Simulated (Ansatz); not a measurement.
Reactions of C4H5F (`FC1=CCC1`).

Calculated with Ansatz (gas phase, PBE0-D4/def2-TZVP geometries, no zero-point term in ΔE). CCSD(T)/CBS is the MP2 limit (def2-TZVPP, def2-QZVPP) plus CCSD(T) − MP2 in def2-TZVPP, frozen cores. This one scheme is used for every species, atoms too. DFT in def2-TZVPP. No spin–orbit coupling; open shells (•) take unrestricted orbitals. Spin–orbit coupling would lower the free atoms: a little for C, F. One conformer a species, not always the lowest.

```tsv
reaction	HF/CBS(def2) (kJ/mol)	PBE0-D4 (kJ/mol)	MP2/CBS(def2) (kJ/mol)
`FC1=CCC1` → `CC#CCF`	2	45	22
`FC1=CCC1` → `C=C=C(C)F`	16	36	39
`FC1=CCC1` → `C#CC(C)F`	13	58	27
`FC1=CCC1` → `C=C/C=C\F`	-50	-19	-23
`FC1=CCC1` → 4 C• + F• + 5 H•	3096	4299	4331
`FC1=CCC1` + H₂ → `C1=CCC1` + H–F	-84	-72	-89
`FC1=CCC1` → `C#CCCF`	12	60	30
`FC1=CCC1` → `FCC1=CC1`	106	116	111
`FC1=CCC1` → `CC1=CC1F`	60	66	62
`FC1=CCC1` → `CCC#CF`	78	109	92
```

(1) Give the CCSD(T)/CBS values in the same order. (Best estimate.)

Largest T1 diagnostic: 0.012, for `C=C/C=C\F`.

Results:

(1) The calculation gave: 25, 28, 29, -33, 4230, -85, 32, 114, 67, 94 kJ/mol.
